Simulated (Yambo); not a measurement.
# BaTe (Fm-3m) in Yambo: convergence with bands in self energy

Aim: find how far bands in self energy must go before the results for BaTe settle, at PBEsol. This setting moves, with any that are tied to it; all else stays.

Everything below comes from runs of Yambo 5.3.0. Logs are shortened: lines on timing, memory, paths and dates and some standing lists are left out, and cuts for length are marked.

### Step 1. The structure

It takes space group Fm-3m (No. 225, cubic). Conventional cell: a = 6.820 Å, b = 6.820 Å, c = 6.820 Å, α = 90.00°, β = 90.00°, γ = 90.00°. Ba (site symmetry m-3m) has 6 Te at 3.41 Å as nearest neighbours. Te (site symmetry m-3m) has 6 Ba at 3.41 Å as nearest neighbours.

### Step 2. With bands in self energy 33

File g0w03.in:

```
gw0
dyson
el_el_corr
rim_cut
HF_and_locXC
ppa
em1d
RandQpts= 1000000
RandGvec= 50 RL
EXXRLvcs= 80 Ry
VXCRLvcs= 80 Ry
Chimod= "HARTREE"
% BndsRnXp
 1 | 133 |
%
NGsBlkXp= 8 Ry
% LongDrXp
 1 | 1 | 1 |
%
PPAPntXp= 27.21138 eV
% GbndRnge
 1 | 33 |
%
GTermKind= "none"
DysSolver= "n"
ExtendOut
% QPkrange
 1 | 1 | 13 | 14 |
 7 | 7 | 13 | 14 |
%
```

File scf.in:

```
&CONTROL
  calculation = 'scf'
  prefix = 'pwscf'
  outdir = './tmp'
  pseudo_dir = './pseudo'
/
&SYSTEM
  ibrav = 0
  nat = 2
  ntyp = 2
  ecutwfc = 80
  nbnd = 20
  occupations = 'smearing'
  smearing = 'fd'
  degauss = 0.00367493
  force_symmorphic = .true.
/
&ELECTRONS
  conv_thr = 4d-10
  electron_maxstep = 120
  mixing_beta = 0.5
/
ATOMIC_SPECIES
Ba   137.3270 Ba.upf
Te   127.6000 Te.upf
CELL_PARAMETERS angstrom
   0.0000000000    3.4100000000    3.4100000000
   3.4100000000    0.0000000000    3.4100000000
   3.4100000000    3.4100000000    0.0000000000
ATOMIC_POSITIONS crystal
Ba     0.0000000000    0.0000000000    0.0000000000
Te     0.5000000000    0.5000000000    0.5000000000
K_POINTS automatic
8 8 8 0 0 0
```

File nscf.in:

```
&CONTROL
  calculation = 'nscf'
  prefix = 'pwscf'
  outdir = './tmp'
  pseudo_dir = './pseudo'
/
&SYSTEM
  ibrav = 0
  nat = 2
  ntyp = 2
  ecutwfc = 80
  nbnd = 133
  occupations = 'fixed'
  force_symmorphic = .true.
/
&ELECTRONS
  conv_thr = 1d-08
  diago_full_acc = .true.
  diago_thr_init = 1d-06
/
ATOMIC_SPECIES
Ba   137.3270 Ba.upf
Te   127.6000 Te.upf
CELL_PARAMETERS angstrom
   0.0000000000    3.4100000000    3.4100000000
   3.4100000000    0.0000000000    3.4100000000
   3.4100000000    3.4100000000    0.0000000000
ATOMIC_POSITIONS crystal
Ba     0.0000000000    0.0000000000    0.0000000000
Te     0.5000000000    0.5000000000    0.5000000000
K_POINTS automatic
4 4 4 0 0 0
```

Potentials or basis: PseudoDojo 0.4.1 SR PBEsol standard.

On the command line:

```sh
OMP_NUM_THREADS=1 pw.x -in scf.in > scf.out
OMP_NUM_THREADS=1 pw.x -in nscf.in > nscf.out
cd tmp/pwscf.save; p2y; mv SAVE ../..; cd ../..
OMP_NUM_THREADS=1 yambo
mkdir -p g0w03; ln -s $PWD/g0w00/ndb.pp* g0w03/
mkdir -p g0w03; ln -s $PWD/g0w00/ndb.RIM g0w03/
OMP_NUM_THREADS=1 yambo -F g0w03.in -J g0w03 -C g0w03_out
```

Yambo's report:

```text
[... sections 02.01 to 02.04 as in the set-up run ...]

  [02.05] Energies & Occupations
  ==============================

  [X] === General ===
  [X] Electronic Temperature                        :  0.000000  0.000000 [eV K]
  [X] Bosonic    Temperature                        :  0.000000  0.000000 [eV K]
  [X] Finite Temperature mode                       : no
  [X] El. density                                   :  0.32785E+24 [cm-3]
  [X] Fermi Level                                   :  7.307688 [eV]

  [X] === Gaps and Widths ===
  [X] Conduction Band Min                           :  1.283464 [eV]
  [X] Valence Band Max                              :  0.000000 [eV]
  [X] Filled Bands                                  :  13
  [X] Empty Bands                                   :   14  133
  [X] Direct Gap                                    :  1.654868 [eV]
  [X] Direct Gap localized at k                     :   7
  [X] Indirect Gap                                  :  1.283464 [eV]
  [X] Indirect Gap between kpts                     :   1   7
  [X] Last valence band width                       :  1.280965 [eV]
  [X] 1st conduction band width                     :  2.896893 [eV]

 [03] Transferred momenta grid and indexing
 ==========================================

 IBZ Q-points                                      :   8
 BZ  Q-points                                      :   64

 K/Q-points units:
 rlu = crystal or reduced units; cc = cartesian coordinates; iku = interal k-units

 Q [1]          [rlu]:  0.000000  0.000000  0.000000
 Q [2]          [rlu]:  0.38843E-17  0.38843E-17  0.25000
 Q [3]          [rlu]: -0.77686E-17 -0.77686E-17 -0.50000
 Q [4]          [rlu]:  0.32340E-16  0.25000      0.25000
 Q [5]          [rlu]: -0.85064E-16  0.25000      0.50000
 Q [6]          [rlu]: -0.77686E-17  0.25000     -0.25000
 Q [7]          [rlu]: -0.64680E-16 -0.50000     -0.50000
 Q [8]          [rlu]:  0.250000 -0.500000 -0.250000

 [04] Coloumb potential Random Integration (RIM)
 ===============================================

 Summary of Coulomb integrals for non-metallic bands |Q|[au] RIM/Bare

 Q [1] 0.100000E-4 0.995988 * Q [2] 0.211104 1.066323
 Q [4] 0.243762 1.064767 * Q [6] 0.344732 1.027265
 Q [5] 0.404234 1.020494 * Q [3] 0.422209 1.018019
 Q [7] 0.487525 1.014976 * Q [8] 0.545069 1.011959

 [05] Dipoles
 ============

  [05.01] Setup: observables and procedures
  =========================================

  [WF-Oscillators/G space/Transverse up loader] Normalization (few states)  min/max  :  0.51417E-17   1.0000

  [WR./g0w03//ndb.dipoles]--------------------------------------------------------
   Brillouin Zone Q/K grids (IBZ/BZ)                :    8   64    8   64
   RL vectors                                       :   7727 [WF]
   Fragmentation                                    : yes
   Electronic Temperature                           :  0.000000 [K]
   Bosonic    Temperature                           :  0.000000 [K]
   DIP band range                                   :    1  133
   DIP band range limits                            :  13  14
[... 46 lines left out ...]
  Non-Local XC kind (nlXC) : Hartree-Fock

  Corrections @ K [1] :  [eV]
 <13|nlXC|13> = -14.70533  0.33775E-17 <13|lXC|13> = -11.76860  0.000000
 <14|nlXC|14> = -4.503371  0.16278E-17 <14|lXC|14> = -8.656397  0.000000

  Corrections @ K [7] :  [eV]
 <13|nlXC|13> = -14.57720  0.21194E-18 <13|lXC|13> = -11.51486  0.000000
 <14|nlXC|14> = -4.321549 -0.15094E-18 <14|lXC|14> = -7.857200  0.000000

 [08] Dyson equation: Newton solver
 ==================================

  [08.01] G0W0 (W PPA)
  ====================

  [  GW  ] Bands range     :    1   33
  [GW/PPA] G damping       :  0.100000 [eV]

  QP @ state[ 1 ] K range:  1  1
  QP @ state[ 1 ] b range:  13  14
  QP @ state[ 2 ] K range:   7   7
  QP @ state[ 2 ] b range:  13  14
[... 19 lines left out ...]
   :: Time ordering fails/rest    :  0.501316
   :: Mean rel dev of PP cond     :  0.340598
   Current Q-pt index             :   6
   :: PP condition fails/total    :  0.346713
   :: Time ordering fails/rest    :  0.499168
   :: Mean rel dev of PP cond     :  0.346696
   Current Q-pt index             :   7
   :: PP condition fails/total    :  0.319140
   :: Time ordering fails/rest    :  0.501582
   :: Mean rel dev of PP cond     :  0.319131
   Current Q-pt index             :   8
   :: PP condition fails/total    :  0.329322
   :: Time ordering fails/rest    :  0.499048
   :: Mean rel dev of PP cond     :  0.329308

  [08.02] QP properties and I/O
  =============================

  Legend (energies in eV)
  - B  : Band       - Eo  : bare energy
  - E  : QP energy  - Z   : Renormalization factor
  - So : Sc(Eo)     - S   : Sc(E)
  - dSp: Sc derivative precision

  - lXC: Local XC (Perdew, Burke & Ernzerhof SOL(X)+Perdew, Burke & Ernzerhof SOL(C))
  -nlXC: non-Local XC (Hartree-Fock)

  QP [eV] @ K [1] (iku):  0.000000  0.000000  0.000000
   B=13 Eo=  0.00 E= -0.47 E-Eo= -0.47 Re(Z)=0.82 Im(Z)=-0.123357E-2 nlXC= -14.7053 lXC= -11.7686 So=  2.36064
   B=14 Eo=  2.85 E=  3.71 E-Eo=  0.86 Re(Z)=0.82 Im(Z)=-0.210731E-2 nlXC= -4.50337 lXC= -8.65640 So= -3.10822

  QP [eV] @ K [7] (iku): -0.500000  0.000000  0.000000
   B=13 Eo= -0.37 E= -0.89 E-Eo= -0.52 Re(Z)=0.81 Im(Z)=-0.127115E-2 nlXC= -14.5772 lXC= -11.5149 So=  2.42133
   B=14 Eo=  1.28 E=  1.87 E-Eo=  0.58 Re(Z)=0.83 Im(Z)=-0.139105E-2 nlXC= -4.32155 lXC= -7.85720 So= -2.82906

  [WR./g0w03//ndb.QP]-------------------------------------------------------------
   Lattice constants                                :  6.443966  6.443966  6.443966
   Coulomb cutoff potential                         : none
   Electronic Temperature                           :  0.000000 [K]
   Bosonic    Temperature                           :  0.000000 [K]
   Green`s function   energies                      : Perdew, Burke & Ernzerhof SOL(X)+Perdew, Burke & Ernzerhof SOL(C)
   wavefunctions                                    : Perdew, Burke & Ernzerhof SOL(X)+Perdew, Burke & Ernzerhof SOL(C)
   PPA    diel. fun.  energies                      : Perdew, Burke & Ernzerhof SOL(X)+Perdew, Burke & Ernzerhof SOL(C)
   wavefunctions                                    : Perdew, Burke & Ernzerhof SOL(X)+Perdew, Burke & Ernzerhof SOL(C)
   QP tot states                                    :   4
   GW solver                                        : Newton
   GW approximation                                 : PPA
   PPA imaginary Energy                             :  27.21138 ev
   RIM G`s                                          :   51
   RIM random pts                                   :  1000000
   dS/dw steps                                      :  2
   dS/dw step                                       :  0.100000 ev
   X G`s                                            :  229 used
   X G`s                                            :  229 disk
   X bands                                          :    1  133
   X poles                                          :  100.0000 o/o
   X e/h E range                                    : -1.000000 -1.000000 ev
   X Hxc Kernel                                     : HARTREE
   X BZ energy Double Grid                          : no
   X Optical Averaged directions                    : none
   Sc/G bands                                       :    1   33
   Sc/G damping                                     :  0.100000 ev
   Sc bands terminator                              : no
   Sx RL components                                 :   6567

   QP @ state[ 1 ] K range                          :  1  1
   QP @ state[ 1 ] b range                          :  13  14
   QP @ state[ 2 ] K range                          :   7   7
   QP @ state[ 2 ] b range                          :  13  14
   GF energies kind                                 : Perdew, Burke & Ernzerhof SOL(X)+Perdew, Burke & Ernzerhof SOL(C)
   GF WF`s kind                                     : Perdew, Burke & Ernzerhof SOL(X)+Perdew, Burke & Ernzerhof SOL(C)
   Xs energies kind                                 : Perdew, Burke & Ernzerhof SOL(X)+Perdew, Burke & Ernzerhof SOL(C)
   Xs WF`s kind                                     : Perdew, Burke & Ernzerhof SOL(X)+Perdew, Burke & Ernzerhof SOL(C)
```

o-g0w03.qp:

```text
# GW solver                                       : Newton
# GW approximation                                : PPA
# PPA imaginary Energy                            :   27.2113800    [ev]
[... 33 lines left out ...]
         7                 13                -0.371404          -0.893001          -0.521597          -11.51486          -14.57720           2.421330           2.540745          -6.228650           0.813735          -0.001271           11.47342           57.36840
         7                 14                 1.283464           1.867447           0.583983          -7.857200          -4.321549          -2.829065          -2.951668          -5.711640           0.826513          -0.001391          -12.45998           52.82606
#
```

Results:

```
Band gap on the k mesh, mean-field level          : 1.28 eV, indirect (least direct gap 1.65 eV)
Quasiparticle gap                                 : 2.34 eV
Least direct quasiparticle gap                    : 2.76 eV
Quasiparticle gap at Γ                            : 4.18 eV
Band gap of the same states before the correction : 1.28 eV
```

### Step 3. With bands in self energy 53

File g0w04.in:

```
gw0
dyson
el_el_corr
rim_cut
HF_and_locXC
ppa
em1d
RandQpts= 1000000
RandGvec= 50 RL
EXXRLvcs= 80 Ry
VXCRLvcs= 80 Ry
Chimod= "HARTREE"
% BndsRnXp
 1 | 133 |
%
NGsBlkXp= 8 Ry
% LongDrXp
 1 | 1 | 1 |
%
PPAPntXp= 27.21138 eV
% GbndRnge
 1 | 53 |
%
GTermKind= "none"
DysSolver= "n"
ExtendOut
% QPkrange
 1 | 1 | 13 | 14 |
 7 | 7 | 13 | 14 |
%
```

scf.in is that of step 2.

nscf.in is that of step 2.

Potentials or basis: PseudoDojo 0.4.1 SR PBEsol standard.

On the command line:

```sh
OMP_NUM_THREADS=1 pw.x -in scf.in > scf.out
OMP_NUM_THREADS=1 pw.x -in nscf.in > nscf.out
cd tmp/pwscf.save; p2y; mv SAVE ../..; cd ../..
OMP_NUM_THREADS=1 yambo
mkdir -p g0w04; ln -s $PWD/g0w00/ndb.pp* g0w04/
mkdir -p g0w04; ln -s $PWD/g0w00/ndb.RIM g0w04/
OMP_NUM_THREADS=1 yambo -F g0w04.in -J g0w04 -C g0w04_out
```

Results (log left out):

```
Band gap on the k mesh, mean-field level          : 1.28 eV, indirect (least direct gap 1.65 eV)
Quasiparticle gap                                 : 2.47 eV
Least direct quasiparticle gap                    : 2.88 eV
Quasiparticle gap at Γ                            : 4.24 eV
Band gap of the same states before the correction : 1.28 eV
```

### Step 4. With bands in self energy 93

File g0w05.in:

```
gw0
dyson
el_el_corr
rim_cut
HF_and_locXC
ppa
em1d
RandQpts= 1000000
RandGvec= 50 RL
EXXRLvcs= 80 Ry
VXCRLvcs= 80 Ry
Chimod= "HARTREE"
% BndsRnXp
 1 | 133 |
%
NGsBlkXp= 8 Ry
% LongDrXp
 1 | 1 | 1 |
%
PPAPntXp= 27.21138 eV
% GbndRnge
 1 | 93 |
%
GTermKind= "none"
DysSolver= "n"
ExtendOut
% QPkrange
 1 | 1 | 13 | 14 |
 7 | 7 | 13 | 14 |
%
```

scf.in is that of step 3.

nscf.in is that of step 3.

On the command line:

```sh
OMP_NUM_THREADS=1 pw.x -in scf.in > scf.out
OMP_NUM_THREADS=1 pw.x -in nscf.in > nscf.out
cd tmp/pwscf.save; p2y; mv SAVE ../..; cd ../..
OMP_NUM_THREADS=1 yambo
mkdir -p g0w05; ln -s $PWD/g0w00/ndb.pp* g0w05/
mkdir -p g0w05; ln -s $PWD/g0w00/ndb.RIM g0w05/
OMP_NUM_THREADS=1 yambo -F g0w05.in -J g0w05 -C g0w05_out
```

It converged, with:

```yaml
Band_gap_on_the_k_mesh_mean-field_level: 1.28 eV, indirect (least direct gap 1.65 eV)
Quasiparticle_gap: 2.59 eV
Least_direct_quasiparticle_gap: 2.98 eV
Quasiparticle_gap_at_Γ: 4.31 eV
Band_gap_of_the_same_states_before_the_correction: 1.28 eV
```

### Step 5. With bands in self energy 133

File g0w01.in:

```
gw0
dyson
el_el_corr
rim_cut
HF_and_locXC
ppa
em1d
RandQpts= 1000000
RandGvec= 50 RL
EXXRLvcs= 80 Ry
VXCRLvcs= 80 Ry
Chimod= "HARTREE"
% BndsRnXp
 1 | 133 |
%
NGsBlkXp= 8 Ry
% LongDrXp
 1 | 1 | 1 |
%
PPAPntXp= 27.21138 eV
% GbndRnge
 1 | 133 |
%
GTermKind= "none"
DysSolver= "n"
ExtendOut
% QPkrange
 1 | 1 | 13 | 14 |
 7 | 7 | 13 | 14 |
%
```

scf.in is that of step 4.

nscf.in is that of step 4.

On the command line:

```sh
OMP_NUM_THREADS=1 pw.x -in scf.in > scf.out
OMP_NUM_THREADS=1 pw.x -in nscf.in > nscf.out
cd tmp/pwscf.save; p2y; mv SAVE ../..; cd ../..
OMP_NUM_THREADS=1 yambo
mkdir -p g0w01; ln -s $PWD/g0w00/ndb.pp* g0w01/
mkdir -p g0w01; ln -s $PWD/g0w00/ndb.RIM g0w01/
OMP_NUM_THREADS=1 yambo -F g0w01.in -J g0w01 -C g0w01_out
```

It converged, with:

```yaml
Band_gap_on_the_k_mesh_mean-field_level: 1.28 eV, indirect (least direct gap 1.65 eV)
Quasiparticle_gap: 2.62 eV
Least_direct_quasiparticle_gap: 3.01 eV
Quasiparticle_gap_at_Γ: 4.33 eV
Band_gap_of_the_same_states_before_the_correction: 1.28 eV
```

### Step 6. Result

```tsv
bands in self energy	quasiparticle gap at the points computed (eV)
33	2.337
53	2.475
93	2.588
133	2.622
```

Against the tightest run, the quasiparticle gap at the points computed stays within 0.05 eV from 93 on. The tightest run that finished is the yardstick and may itself not be fully converged.

Caveats: the potentials hold a filled d shell without the s and p states of that shell, which can shift GW gaps by tenths of an eV, either way; this release of the barium file is off; this version prints the column dSc/dw multiplied by 27.2; spin-orbit coupling is left out, which moves the levels of the heavy elements.
